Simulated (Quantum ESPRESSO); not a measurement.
# AgCl (Chlorargyrite) (Fm-3m) in Quantum ESPRESSO: a series of runs

The runs below take AgCl (Chlorargyrite) through phonons, dielectric tensor, with WC, vdW-DF-cx, PBEsol.

All numbers are computed with Quantum ESPRESSO 7.5; they aren't measurements. Logs are shortened: lines on timing, memory, paths and dates and some standing lists are left out, and cuts for length are marked.

**Measured values to compare with.**

From a printed reference work, monograph, for a bulk crystal of AgCl: high-frequency dielectric constant 3.92.

How close the calculation comes is told below.

**1. The structure**

Symmetry: Fm-3m, No. 225, cubic system. Conventional cell: a = 5.470 Å, b = 5.470 Å, c = 5.470 Å, α = 90.00°, β = 90.00°, γ = 90.00°. Ag (site symmetry m-3m) has 6 Cl at 2.73 Å as nearest neighbours. Around Cl (site symmetry m-3m) lie 6 Ag at 2.73 Å.

**2. Phonons, WC**

Input file pw.in:

```
&CONTROL
  calculation = 'scf'
  prefix = 'pwscf'
  outdir = './tmp'
  pseudo_dir = './pseudo'
  tprnfor = .true.
  tstress = .true.
  disk_io = 'low'
/
&SYSTEM
  ibrav = 0
  nat = 2
  ntyp = 2
  ecutwfc = 82
  nbnd = 20
  input_dft = 'wc'
  occupations = 'smearing'
  smearing = 'fd'
  degauss = 0.00367493
/
&ELECTRONS
  conv_thr = 4d-10
  electron_maxstep = 120
  mixing_beta = 0.5
/
ATOMIC_SPECIES
Ag   107.8682 Ag.upf
Cl    35.4500 Cl.upf
CELL_PARAMETERS angstrom
   0.0000000000    2.7350000000    2.7350000000
   2.7350000000    0.0000000000    2.7350000000
   2.7350000000    2.7350000000    0.0000000000
ATOMIC_POSITIONS crystal
Ag     0.0000000000    0.0000000000    0.0000000000
Cl     0.5000000000    0.5000000000    0.5000000000
K_POINTS automatic
4 4 4 1 1 1
```

Input file relax.in:

```
&CONTROL
  calculation = 'vc-relax'
  prefix = 'pwscf'
  outdir = './tmp'
  pseudo_dir = './pseudo'
  tprnfor = .true.
  tstress = .true.
  disk_io = 'low'
  nstep = 40
  forc_conv_thr = 0.0001
  etot_conv_thr = 1d-06
/
&SYSTEM
  ibrav = 0
  nat = 2
  ntyp = 2
  ecutwfc = 82
  nbnd = 20
  input_dft = 'wc'
  occupations = 'smearing'
  smearing = 'fd'
  degauss = 0.00367493
/
&ELECTRONS
  conv_thr = 4d-10
  electron_maxstep = 120
  mixing_beta = 0.5
/
&IONS
  ion_dynamics = 'bfgs'
/
&CELL
  cell_dynamics = 'bfgs'
  press = 0
  press_conv_thr = 0.2
/
ATOMIC_SPECIES
Ag   107.8682 Ag.upf
Cl    35.4500 Cl.upf
CELL_PARAMETERS angstrom
   0.0000000000    2.7350000000    2.7350000000
   2.7350000000    0.0000000000    2.7350000000
   2.7350000000    2.7350000000    0.0000000000
ATOMIC_POSITIONS crystal
Ag     0.0000000000    0.0000000000    0.0000000000
Cl     0.5000000000    0.5000000000    0.5000000000
K_POINTS automatic
4 4 4 1 1 1
```

Input file scf2.in:

```
&CONTROL
  calculation = 'scf'
  prefix = 'pwscf'
  outdir = './tmp'
  pseudo_dir = './pseudo'
  tprnfor = .true.
  tstress = .true.
  disk_io = 'low'
/
&SYSTEM
  ibrav = 0
  nat = 2
  ntyp = 2
  ecutwfc = 82
  nbnd = 20
  input_dft = 'wc'
  occupations = 'fixed'
/
&ELECTRONS
  conv_thr = 1d-13
  electron_maxstep = 120
  mixing_beta = 0.5
  startingpot = 'file'
  startingwfc = 'file'
/
ATOMIC_SPECIES
Ag   107.8682 Ag.upf
Cl    35.4500 Cl.upf
CELL_PARAMETERS angstrom
   0.0000000000    2.7240209798    2.7240209798
   2.7240209798    0.0000000000    2.7240209798
   2.7240209798    2.7240209798    0.0000000000
ATOMIC_POSITIONS crystal
Ag     0.0000000000    0.0000000000    0.0000000000
Cl     0.5000000000    0.5000000000    0.5000000000
K_POINTS automatic
4 4 4 1 1 1
```

Input file ph.in:

```
phonons of AgCl
&INPUTPH
  prefix = 'pwscf'
  outdir = './tmp'
  tr2_ph = 1d-18
  fildyn = 'dyn'
  niter_ph = 90
  alpha_mix(1) = 0.7
  epsil = .true.
/
0.0000000000 0.0000000000 0.0000000000
```

Input file dynmat.in:

```
&INPUT
  fildyn = 'dyn'
  asr = 'crystal'
  lperm = .true.
  filout = 'dynmat.disp'
  fileig = 'dynmat.eig'
/
```

Input file dynmat_lo.in:

```
&INPUT
  fildyn = 'dyn'
  asr = 'crystal'
  filout = 'dynmat_lo.disp'
  fileig = 'dynmat_lo.eig'
  q(1) = 0
  q(2) = 0
  q(3) = 1
/
```

Potentials or basis: PseudoDojo 0.4.1 SR PBE standard.

The run is started by

```console
> OMP_NUM_THREADS=1 mpirun -n 4 pw.x -nk 2 -in pw.in > pw.out
> OMP_NUM_THREADS=1 mpirun -n 4 pw.x -nk 2 -in relax.in > relax.out
> OMP_NUM_THREADS=1 mpirun -n 4 pw.x -nk 2 -in scf2.in > scf2.out
> OMP_NUM_THREADS=1 mpirun -n 4 ph.x -nk 2 -in ph.in > ph.out
> OMP_NUM_THREADS=1 mpirun -n 1 dynmat.x -in dynmat.in > dynmat.out
> OMP_NUM_THREADS=1 mpirun -n 1 dynmat.x -in dynmat_lo.in > dynmat_lo.out
```

pw.out:

```text
This program is part of the open-source Quantum ESPRESSO suite
     for quantum simulation of materials; please cite
         "P. Giannozzi et al., J. Phys.:Condens. Matter 21 395502 (2009);
         "P. Giannozzi et al., J. Phys.:Condens. Matter 29 465901 (2017);
         "P. Giannozzi et al., J. Chem. Phys. 152 154105 (2020);
     in publications or presentations arising from this work. More details at

     IMPORTANT: XC functional enforced from input :
     Exchange-correlation= WC
                           (   1   4  11   4   0   0   0)
     Any further DFT definition will be discarded
     Please, verify this is what you really want

     Message from routine setup:
     using ibrav=0 with symmetry is DISCOURAGED, use correct ibrav instead

     K-points division:     npool     =       2
     Subspace diagonalization in iterative solution of the eigenvalue problem:
     a serial algorithm will be used

     --------------------
     sticks:   dense  smooth     PW     G-vecs:    dense   smooth      PW
     Min         600     600    180                13790    13790    2238
     Max         601     601    181                13791    13791    2239
     Sum        1201    1201    361                27581    27581    4477

     Using Slab Decomposition

     bravais-lattice index     =            0
     lattice parameter (alat)  =       7.3092  a.u.
     unit-cell volume          =     276.1205 (a.u.)^3
     number of atoms/cell      =            2
     number of atomic types    =            2
     number of electrons       =        26.00
     number of Kohn-Sham states=           20
     kinetic-energy cutoff     =      82.0000  Ry
     charge density cutoff     =     328.0000  Ry
     scf convergence threshold =      4.0E-10
     mixing beta               =       0.5000
     number of iterations used =            8  plain     mixing
     Exchange-correlation= WC
                           (   1   4  11   4   0   0   0)

     celldm(1)=   7.309223  celldm(2)=   0.000000  celldm(3)=   0.000000
     celldm(4)=   0.000000  celldm(5)=   0.000000  celldm(6)=   0.000000

     crystal axes: (cart. coord. in units of alat)
               a(1) = (   0.000000   0.707107   0.707107 )
               a(2) = (   0.707107   0.000000   0.707107 )
               a(3) = (   0.707107   0.707107   0.000000 )

     reciprocal axes: (cart. coord. in units 2 pi/alat)
               b(1) = ( -0.707107  0.707107  0.707107 )
               b(2) = (  0.707107 -0.707107  0.707107 )
               b(3) = (  0.707107  0.707107 -0.707107 )

     PseudoPot. # 1 for Ag read from file:
     Ag.upf
     Pseudo is Norm-conserving + core correction, Zval = 19.0
     Generated using ONCVPSP code by D. R. Hamann
     Using radial grid of 1538 points,  6 beta functions with:
                l(1) =   0
                l(2) =   0
                l(3) =   1
                l(4) =   1
                l(5) =   2
                l(6) =   2

     PseudoPot. # 2 for Cl read from file:
     Cl.upf
     Pseudo is Norm-conserving + core correction, Zval =  7.0
     Generated using ONCVPSP code by D. R. Hamann
     Using radial grid of 1028 points,  6 beta functions with:
                l(1) =   0
                l(2) =   0
                l(3) =   1
                l(4) =   1
                l(5) =   2
                l(6) =   2

     atomic species   valence    mass     pseudopotential
     Ag               19.00   107.86820     Ag( 1.00)
     Cl                7.00    35.45000     Cl( 1.00)

     48 Sym. Ops., with inversion, found

   Cartesian axes

     site n.     atom                  positions (alat units)
         1        Ag     tau(   1) = (   0.0000000   0.0000000   0.0000000  )
         2        Cl     tau(   2) = (   0.7071068   0.7071068   0.7071068  )

     number of k points=    10  Fermi-Dirac smearing, width (Ry)=  0.0037
                       cart. coord. in units 2pi/alat
        k(    1) = (   0.0883883   0.0883883   0.0883883), wk =   0.0625000
        k(    2) = (   0.2651650   0.2651650  -0.0883883), wk =   0.1875000
        k(    3) = (  -0.2651650  -0.2651650   0.4419417), wk =   0.1875000
        k(    4) = (  -0.0883883  -0.0883883   0.2651650), wk =   0.1875000
        k(    5) = (   0.4419417   0.0883883   0.0883883), wk =   0.1875000
        k(    6) = (  -0.0883883  -0.4419417   0.6187184), wk =   0.3750000
        k(    7) = (   0.0883883  -0.2651650   0.4419417), wk =   0.3750000
        k(    8) = (  -0.6187184   0.0883883   0.0883883), wk =   0.1875000
        k(    9) = (   0.2651650   0.2651650   0.2651650), wk =   0.0625000
        k(   10) = (  -0.2651650  -0.2651650   0.7954951), wk =   0.1875000

     Dense  grid:    27581 G-vectors     FFT dimensions: (  45,  45,  45)

     Initial potential from superposition of free atoms

     starting charge      25.9995, renormalised to      26.0000
     Starting wfcs are   14 randomized atomic wfcs +    6 random wfcs

     Self-consistent Calculation

     iteration #  1     ecut=    82.00 Ry     beta= 0.50
     Davidson diagonalization with overlap
     ethr =  1.00E-02,  avg # of iterations =  6.7

     Threshold (ethr) on eigenvalues was too large:
     Diagonalizing with lowered threshold

     Davidson diagonalization with overlap
     ethr =  1.50E-04,  avg # of iterations =  3.7

     total energy              =    -342.67774182 Ry
     estimated scf accuracy    <       0.03874590 Ry

     iteration #  2     ecut=    82.00 Ry     beta= 0.50
     Davidson diagonalization with overlap
     ethr =  1.49E-04,  avg # of iterations =  2.0

     total energy              =    -342.68947406 Ry
     estimated scf accuracy    <       0.00891029 Ry

     iteration #  3     ecut=    82.00 Ry     beta= 0.50
     Davidson diagonalization with overlap
     ethr =  3.43E-05,  avg # of iterations =  2.0

     total energy              =    -342.69098288 Ry
     estimated scf accuracy    <       0.00038441 Ry

     iteration #  4     ecut=    82.00 Ry     beta= 0.50
     Davidson diagonalization with overlap
     ethr =  1.48E-06,  avg # of iterations =  3.7

     total energy              =    -342.69101043 Ry
     estimated scf accuracy    <       0.00001992 Ry

     iteration #  5     ecut=    82.00 Ry     beta= 0.50
     Davidson diagonalization with overlap
     ethr =  7.66E-08,  avg # of iterations =  1.8

     total energy              =    -342.69101250 Ry
     estimated scf accuracy    <       0.00000096 Ry

     iteration #  6     ecut=    82.00 Ry     beta= 0.50
     Davidson diagonalization with overlap
     ethr =  3.69E-09,  avg # of iterations =  1.9

     total energy              =    -342.69101260 Ry
     estimated scf accuracy    <          8.4E-09 Ry

     iteration #  7     ecut=    82.00 Ry     beta= 0.50
     Davidson diagonalization with overlap
     ethr =  3.24E-11,  avg # of iterations =  3.3

     total energy              =    -342.69101260 Ry
     estimated scf accuracy    <          2.0E-09 Ry

     iteration #  8     ecut=    82.00 Ry     beta= 0.50
     Davidson diagonalization with overlap
     ethr =  7.64E-12,  avg # of iterations =  2.0

     total energy              =    -342.69101261 Ry
     estimated scf accuracy    <          1.0E-09 Ry

     iteration #  9     ecut=    82.00 Ry     beta= 0.50
     Davidson diagonalization with overlap
     ethr =  3.85E-12,  avg # of iterations =  2.0

     End of self-consistent calculation

          k = 0.0884 0.0884 0.0884 (  3476 PWs)   bands (ev):

   -81.1718 -44.6896 -44.6892 -44.6892  -6.6435   5.3249   5.3973   5.3973
     6.1384   6.1384   6.3963   7.0398   7.0398  10.2016  17.9522  19.0036
    19.0036  20.5795  20.5795  21.3542

          k = 0.2652 0.2652-0.0884 (  3463 PWs)   bands (ev):

   -81.1718 -44.6914 -44.6899 -44.6894  -6.3689   3.8019   4.4862   4.8502
     6.2951   6.3923   6.7061   7.3738   8.4794  12.4194  15.7075  16.7694
    17.1480  20.1731  22.1134  22.5037

          k =-0.2652-0.2652 0.4419 (  3468 PWs)   bands (ev):

   -81.1717 -44.6925 -44.6900 -44.6898  -6.1990   3.2530   4.2725   4.3601
     6.4246   6.5108   6.7999   8.3412   8.4171  13.1841  14.4553  16.6161
    16.6263  21.3864  22.1853  23.1707

          k =-0.0884-0.0884 0.2652 (  3473 PWs)   bands (ev):

   -81.1718 -44.6906 -44.6895 -44.6895  -6.4906   4.1967   5.1015   5.1852
     6.0976   6.3001   6.6356   7.1368   7.6745  11.6484  16.5485  17.3187
    18.3160  19.4024  21.8877  22.6570

          k = 0.4419 0.0884 0.0884 (  3470 PWs)   bands (ev):

   -81.1717 -44.6916 -44.6902 -44.6901  -6.3009   3.7464   4.9452   5.0743
     6.0103   6.4491   6.7598   7.0733   7.5570  12.2651  15.5845  16.7246
    18.5432  19.5289  22.9495  24.2149

          k =-0.0884-0.4419 0.6187 (  3457 PWs)   bands (ev):

   -81.1717 -44.6919 -44.6911 -44.6904  -6.1611   3.9830   4.3420   4.5894
     6.3353   6.5489   6.7098   7.0077   7.5864  12.6191  15.6446  16.5764
    17.6455  21.0279  22.3928  23.6888

          k = 0.0884-0.2652 0.4419 (  3461 PWs)   bands (ev):

   -81.1717 -44.6920 -44.6905 -44.6899  -6.2305   3.5810   4.3853   4.6420
     6.3174   6.5023   6.7770   7.3134   8.3134  13.2524  14.6292  16.4755
    17.3660  20.5034  22.7429  23.7357

          k =-0.6187 0.0884 0.0884 (  3444 PWs)   bands (ev):

   -81.1717 -44.6923 -44.6907 -44.6904  -6.1911   3.9841   4.8953   5.0836
     5.9739   6.5773   6.6822   6.8599   6.9855  11.3907  16.3202  16.9389
    19.4226  20.1058  23.1318  23.7119

          k = 0.2652 0.2652 0.2652 (  3458 PWs)   bands (ev):

   -81.1718 -44.6922 -44.6896 -44.6896  -6.2820   3.3732   4.3970   4.3970
     6.4308   6.4308   6.7428   8.4910   8.4910  12.4683  15.4828  16.5491
    16.5491  21.5070  21.5070  21.5600

          k =-0.2652-0.2652 0.7955 (  3463 PWs)   bands (ev):

   -81.1717 -44.6921 -44.6909 -44.6900  -6.1717   3.5924   4.3585   4.3902
     6.4161   6.4906   6.7782   7.2957   8.3114  13.3678  14.5826  16.5168
    17.2477  21.3722  21.3745  24.1661

     the Fermi energy is     9.3890 ev

!    total energy              =    -342.69101261 Ry
     estimated scf accuracy    <          1.1E-11 Ry
     smearing contrib. (-TS)   =      -0.00000000 Ry
     internal energy E=F+TS    =    -342.69101260 Ry

     The total energy is F=E-TS. E is the sum of the following terms:
     one-electron contribution =    -176.49641585 Ry
     hartree contribution      =      98.80671982 Ry
     xc contribution           =     -55.10444340 Ry
     ewald contribution        =    -209.89687317 Ry

     convergence has been achieved in   9 iterations

     Forces acting on atoms (cartesian axes, Ry/au):

     atom    1 type  1   force =     0.00000000    0.00000000   -0.00000000
     atom    2 type  2   force =     0.00000000   -0.00000000   -0.00000000

     Total force =     0.000000     Total SCF correction =     0.000000

     Computing stress (Cartesian axis) and pressure

          total   stress  (Ry/bohr**3)                   (kbar)     P=       -6.94
  -0.00004718   0.00000000   0.00000000           -6.94        0.00        0.00
   0.00000000  -0.00004718   0.00000000            0.00       -6.94        0.00
   0.00000000   0.00000000  -0.00004718            0.00        0.00       -6.94

=------------------------------------------------------------------------------=
   JOB DONE.
=------------------------------------------------------------------------------=
```

It took 2.7 min on 4 MPI ranks of Intel Xeon Platinum 8259CL at 2.50GHz (Skylake/Cascade Lake), shared host; peak memory 0.32 GiB.

Results:

```
Free energy                                             : -4662.5496 eV
Relaxed volume                                          : 20.21 Å³/atom
Relaxed cell                                            : a = 3.852 Å, b = 3.852 Å, c = 3.852 Å, α = 60.00°, β = 60.00°, γ = 60.00°
Space group after relaxing (to 0.05 Å)                  : Fm-3m (No. 225)
Pressure after relaxing                                 : 0.0 GPa
Electronic dielectric tensor (diagonal)                 : 5.55
Born charges (mean of the diagonal)                     : Ag +1.42; Cl -1.42 e
Highest phonon frequency at Γ, LO-TO splitting left out : 120 cm⁻¹
Static dielectric tensor (diagonal)                     : 11.95
```

Step by step:
| step | energy change (eV) | largest force (eV/Å) | pressure (GPa) | volume (Å³) |
| --- | --- | --- | --- | --- |
| 1 | 0.0000 | 0.0000 | -0.69 | 40.92 |
| 2 | -0.0005 | 0.0000 | -0.50 | 40.77 |
| 3 | -0.0010 | 0.0000 | -0.19 | 40.56 |
| 4 | -0.0011 | 0.0000 | 0.00 | 40.43 |
| 5 | -0.0011 | 0.0000 | 0.00 | 40.43 |

Final structure:
```xyz
2
Lattice="0.0000 2.7240 2.7240 2.7240 0.0000 2.7240 2.7240 2.7240 0.0000" Properties=species:S:1:pos:R:3 pbc="T T T"
Ag    0.0000    0.0000    0.0000
Cl    2.7240    2.7240    2.7240
```

Levels at points of the mesh, in eV from the valence-band top:
| k point | band 9 | band 10 | band 11 | band 12 | band 13 | band 14 | band 15 | band 16 | band 17 | band 18 |
| --- | --- | --- | --- | --- | --- | --- | --- | --- | --- | --- |
| (0.12, 0.12, 0.12) | -2.40 | -2.40 | -2.14 | -1.48 | -1.48 | 1.72 | 9.46 | 10.52 | 10.52 | 12.12 |

Phonon frequencies in cm⁻¹ (negative: imaginary):
```tsv
q point	frequencies
(0.000, 0.000, 0.000)	1 1 1 120 120 120
```

Electronic dielectric tensor:
```
5.55 0.00 0.00
0.00 5.55 0.00
0.00 0.00 5.55
```

Born effective charge tensors (e):
atom 1, Ag
```
1.42 0.00 0.00
0.00 1.42 0.00
0.00 0.00 1.42
```
atom 2, Cl
```
-1.42  0.00  0.00
 0.00 -1.42  0.00
 0.00  0.00 -1.42
```

Optical modes at Γ, degenerate ones joined, polar ones without the macroscopic field:
```csv
cm⁻¹,components,symmetry,active in,"IR intensity, summed ((D/Å)²/amu)"
120,3,T1u,IR,5.25
```

Zone-centre frequencies without and with the macroscopic field along z (cm⁻¹):
|  | optical modes in rising order |
| --- | --- |
| without | 120 120 120 |
| with the field | 120 120 176 |

Static dielectric tensor, electrons and zone-centre modes:
```
11.95  0.00  0.00
 0.00 11.95  0.00
 0.00  0.00 11.95
```

Caveat: the mesh is thin for the dielectric tensor, Born charges and intensities, which usually come out too large; the potentials were made for another functional, which shifts forces and pressure.

(Continued in part 2 of 3.)
